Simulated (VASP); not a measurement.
The system is AlGa3N4.

```
CELL_PARAMETERS angstrom
0.00000 0.00000 -5.13936
3.16291 5.47832 0.00000
3.16099 -5.47721 0.00000
ATOMIC_POSITIONS crystal
Al 0.00158 0.16745 0.33489
Al 0.50158 0.33255 0.66511
Ga 0.00098 0.16798 0.83275
Ga 0.00127 0.66634 0.33268
Ga 0.00098 0.66477 0.83275
Ga 0.50098 0.33202 0.16725
Ga 0.50127 0.83366 0.66732
Ga 0.50098 0.83523 0.16725
N 0.63120 0.17017 0.34033
N 0.62062 0.17053 0.83031
N 0.62273 0.66641 0.33282
N 0.62062 0.65978 0.83031
N 0.13120 0.32983 0.65967
N 0.12062 0.32947 0.16969
N 0.12273 0.83359 0.66718
N 0.12062 0.84022 0.16969
```

The cell was built by a generator and needn't be a form met in nature.

Base run:

| Item | Value |
| --- | --- |
| Program | VASP 6.6.1 |
| Functional | r2SCAN |
| Potentials or basis | VASP PAW PBE potentials, release 64 (Al, Ga_d, N) |
| Cutoff | 520 eV |
| k mesh | 6 × 6 × 6 |
| Occupations | gaussian, width 0.03 eV |
| Spin | no spin polarisation |

Its results: band gap on the k mesh 2.93 eV, direct; pressure 0.7 GPa; largest force 0.180 eV/Å.

Problem. The run is repeated on the same cell with these changes: functional from r2SCAN to PBEsol; further incar settings from ALGO = Normal; EDIFF = 1e-06; NBANDS = 76 to ALGO = Fast; EDIFF = 1e-06; NBANDS = 76. What comes out?

Solution. Band gap on the k mesh 2.42 eV, direct; pressure 0.1 GPa; largest force 0.004 eV/Å.

Caveats: the PAW data sets were made with another functional, which shifts forces and pressure a little.
